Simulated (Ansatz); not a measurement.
Crystal: W.

```
CELL_PARAMETERS angstrom
0.00000 2.03000 2.03000
2.03000 0.00000 2.03000
2.03000 2.03000 0.00000
ATOMIC_POSITIONS crystal
W 0.00000 0.00000 0.00000
```

This isn't the form of W at room conditions, which is bcc.

| Property | Result |
| --- | --- |
| Program | Ansatz 0.2.0 |
| Task | relaxation of cell and atoms |
| Functional | BLYP |
| Dispersion | D4 |
| Potentials or basis | Ansatz PAW |
| Cutoff | 420 eV (not typed: the program's choice for these potentials) |
| k mesh | 11 × 11 × 11 |
| Occupations | fermi-dirac, width 0.05 eV |
| Spin | no spin polarisation |

At the start: volume 16.73 Å³/atom.

Task: How do energy, volume and symmetry change on relaxing?

Result: It ends after 4 steps and the volume is 16.29 Å³/atom (-2.6 %); space group Fm-3m (No. 225, to 0.05 Å).

The path:
```csv
step,energy change (eV),largest force (eV/Å),volume (Å³)
1,0.0000,0.0000,16.73
2,-0.0104,0.0000,16.34
3,-0.0106,0.0000,16.29
4,-0.0105,0.0000,16.29
```

Final structure:
```xyz
1
Lattice="0.0000 2.0120 2.0120 2.0120 0.0000 2.0120 2.0120 2.0120 0.0000" Properties=species:S:1:pos:R:3 pbc="T T T"
W     0.0000    0.0000    0.0000
```

Caveat: the plane-wave basis is chosen anew once the cell has moved, so the energies of steps on either side of that aren't comparable; pairwise dispersion overbinds metals, which lowers pressure and volume; the PAW data sets come from PBE, with cores solved anew for the run's functional, which leaves a small shift of forces and pressure.
